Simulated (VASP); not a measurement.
VASP inputs for SnO (strained zincblende)

INCAR

```
LREAL = .FALSE.
PREC = Accurate
GGA = PE
ENCUT = 520
LWAVE = .FALSE.
LASPH = .TRUE.
NBANDS = 17
LCHARG = .FALSE.
ISIF = 2
SIGMA = 0.02
EDIFF = 1E-7
NSW = 0
NELM = 120
ISMEAR = -1
IBRION = -1
```

KPOINTS

```
KPOINTS created by Atomic Simulation Environment
0
Gamma
8 8 8
0 0 0
```

KPOINTS_OPT

```
special points
7
Reciprocal
0.0000000000 0.0000000000 0.0000000000 1
-0.5000000000 -0.5000000000 0.0000000000 1
-0.3750000000 -0.3750000000 0.2500000000 1
-0.3750000000 0.0000000000 0.3750000000 1
0.0000000000 0.0000000000 0.5000000000 1
-0.5000000000 -0.2500000000 0.2500000000 1
-0.5000000000 -0.4000000000 0.1000000000 1
```

POSCAR

```
Sn O
 1.0000000000000000
    -0.0278043378000000    2.6804103799000001    2.6804103799000001
     2.6804103799000001   -0.0278043378000000    2.6804103799000001
     2.6804103799000001    2.6804103799000001   -0.0278043378000000
 Sn  O
   1   1
Cartesian
 -0.0124362360378625 -0.0124362360378626 -0.0124362360378626
  1.3456903415378623  1.3456903415378623  1.3456903415378620
```

VASP ran with the recommended PBE PAW datasets (20 valence electrons in the cell).

Question: What does this run give?

Answer: gap between bands v and c -0.16 eV (bands overlap: a metal); least direct gap 0.21 eV; pressure 3.3 GPa.

Band v is the last that the valence electrons fill when counted band by band, and c is the next. Levels in eV from the top of v:

```
point    v−1      v      c   c+1
    Γ  -3.85  -3.75   4.42  4.42
    X  -4.97  -0.78  -0.16  5.14
    K  -4.73  -0.31   0.59  3.38
    L  -4.18  -2.42   1.56  4.55
    W  -5.35   0.00   1.21  2.57
```
